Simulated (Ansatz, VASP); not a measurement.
Given: the input of a run of Ansatz 0.2.0 on MoP.

The input input.yaml:

```yaml
crystal:
  lattice:
    - [3.1572060284, 0.0, 0.0]
    - [-1.5786030142, 2.7342206256, 0.0]
    - [0.0, 0.0, 3.1258592729]
  atoms:
    - { symbol: Mo, position: [0.0, 0.0, 0.0] }
    - { symbol: P, position: [0.3333333333, 0.6666666667, 0.5] }
hamiltonian:
  xc: pbe
  pseudopotentials: { kind: paw }
kpoints:
  mp_grid: { grid: [10, 10, 8] }
scf:
  occupations: { method: fermi_dirac, width: 0.05 }
output:
  forces: true
  stress: true
  eigenvalues: true
```

Potentials or basis: Ansatz PAW.

The run is started by

```sh
$ ansatz run input.yaml --threads 1 --pin off --max-ram 3584MiB --backend cpu --events-out ev --progress --plain --runs-dir out
```

**Question.** Set up the same calculation for VASP 6.6.1. Potentials there: VASP PAW PBE potentials, release 64 (Mo_sv, P).

**Answer.** As run (the cutoff follows the program's own potentials):

INCAR

```
SYSTEM = MoP
  PREC = Accurate
  ENCUT = 520
  EDIFF = 1E-7
  ISMEAR = -1
  SIGMA = 0.05
  LREAL = .FALSE.
  LASPH = .TRUE.
  NELM = 100
  ALGO = Normal
  ISIF = 2
  LWAVE = .FALSE.
  LCHARG = .FALSE.
  GGA = PE
  NBANDS = 16
```

KPOINTS

```
regular mesh
0
G
  10 10 8
  0 0 0
```

Contents of POSCAR:

```
MoP
1.0
    3.1572060284      0.0000000000      0.0000000000
   -1.5786030142      2.7342206256      0.0000000000
    0.0000000000      0.0000000000      3.1258592729
Mo P
1 1
Direct
    0.0000000000      0.0000000000      0.0000000000
    0.3333333333      0.6666666667      0.5000000000
```

Potentials or basis: VASP PAW PBE potentials, release 64 (Mo_sv, P).

The run is started by

```bash
$ cat potpaw_PBE.64/Mo_sv/POTCAR potpaw_PBE.64/P/POTCAR > POTCAR
$ mpirun -np 1 vasp_std > vasp.out
```

Both were run:

|  | VASP | Ansatz | Ansatz less VASP |
| --- | --- | --- | --- |
| gap on the k mesh at the Fermi level (eV) | none | none | - |
| pressure (GPa) | 19.3 | 19.2 | -0.12 |
| largest component of the traceless stress (GPa) | 2.31 | 2.33 | +0.010 |

A gap of «none» marks a metal or a gap that the smearing closes. The functional is the same, so the differences come from potentials, cutoffs and numerics.
